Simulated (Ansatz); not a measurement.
# A series in volume scale on SrO

Results calculated with Ansatz 0.2.0, not measured. Periodic Kohn-Sham DFT of a crystal at fixed atoms, scaled to volume_scale times the given cell; pressure positive in compression, energy less spherical unpolarised free atoms, largest_vzz the field gradient of largest size among the nuclei.

The cell before it is scaled or strained (space group Fm-3m, No. 225):
```
CELL_PARAMETERS angstrom
0.00000 2.56980 2.56980
2.56980 0.00000 2.56980
2.56980 2.56980 0.00000
ATOMIC_POSITIONS crystal
Sr 0.00000 0.00000 0.00000
O 0.50000 0.50000 0.50000
```

Settings of every row: method frozen-core PAW; functional PBE; relativity scalar; k mesh 8x8x8; filling fermi-dirac; smearing width 0.02 eV; wave cutoff 420 eV; paw set soft_2.

Atom start moment: 0 on all atoms.

```
row  volume scale  V (Å³/atom)  pressure (GPa)
  1          0.94       15.952           9.819
  2          0.96       16.292           7.267
  3          0.98       16.631           4.978
  4          0.99       16.801           3.923
  5             1       16.971           2.923
  6          1.01        17.14           1.975
  7          1.02        17.31           1.075
  8          1.04       17.649          -0.587
  9          1.06       17.989               ?
```

Question: what pressure should row 9 give?

Worked fit of pressure. Take u = (V_r/V)^(2/3) − 1 with V_r = 16.886 Å³ an atom, which is twice the finite (Eulerian) strain; such expansions in the strain, on which the Birch-Murnaghan equation of state is built, carry the rest volume and the bulk modulus. The shown rows have u = 0.03866, 0.02416, 0.0102, 0.00337, -0.00334, -0.0099, -0.0164, -0.02903. Least squares give pressure = 3.4151 + 149.288 × u + 406.59 × u² + 436 × u³ GPa; a parabola predicts inner rows, each left out in turn, worse (root mean square 0.0048 against 0.0027 GPa). The rows lie off it by 0.000, 0.002, -0.003, 0.000, 0.002, -0.002, 0.001, 0.000. The pressure vanishes at u = -0.0245, or V = 17.53 Å³ an atom, and there the bulk modulus at fixed shape and fractions is B = −V dP/dV = (2/3)(1 + u) dP/du = 84.7 GPa. The withheld row has u = -0.04131, so the fit gives 3.4151 + 149.288 × (-0.04131) + 406.59 × (-0.04131)² + 436 × (-0.04131)³ = -2.089 GPa.

The calculation gave -2.081 GPa. The fit lies 0.008 GPa (0.067 % of the column's range) below it; its largest miss of a shown row is 0.003 GPa. This row lies beyond the range of the fit.
